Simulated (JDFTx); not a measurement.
**Moving the functional in BN**

The structure is hexagonal, space group P6_3mc (No. 186). The conventional cell has a = 2.554 Å, b = 2.554 Å, c = 4.227 Å, α = 90.00°, β = 90.00°, γ = 120.00°. N (site symmetry 3m) is surrounded by 4 B at 1.57 to 1.58 Å. Around B (site symmetry 3m) lie 4 N at 1.57 to 1.58 Å.

Measurements of this composition are mostly on another form, of space group No. 194.

Kept alike: task band structure; k mesh 8 × 8 × 4; occupations fermi-dirac, width 0.05 eV; no spin polarisation. Program: JDFTx, SG15-PBE-1.2 with smoothed tails, cutoff 1361 eV. The mesh is that of the run's cell of 4 atoms. No spin-orbit coupling.

| run | band gap (eV) |
| --- | --- |
| A | 4.915 |
| B | 5.783 |
| C | 4.998 |

The k mesh is coarse, so the values aren't converged. Gaps are the smaller of the mesh's and the band path's. All rows use potentials made for PBE.

**Question.** The runs differ in the functional alone: LDA; PBEsol; r2SCAN. Which run is which?

**Answer.** Run A is LDA; run B is r2SCAN; run C is PBEsol. The band gap runs from 4.915 (LDA) to 5.783 eV (r2SCAN).
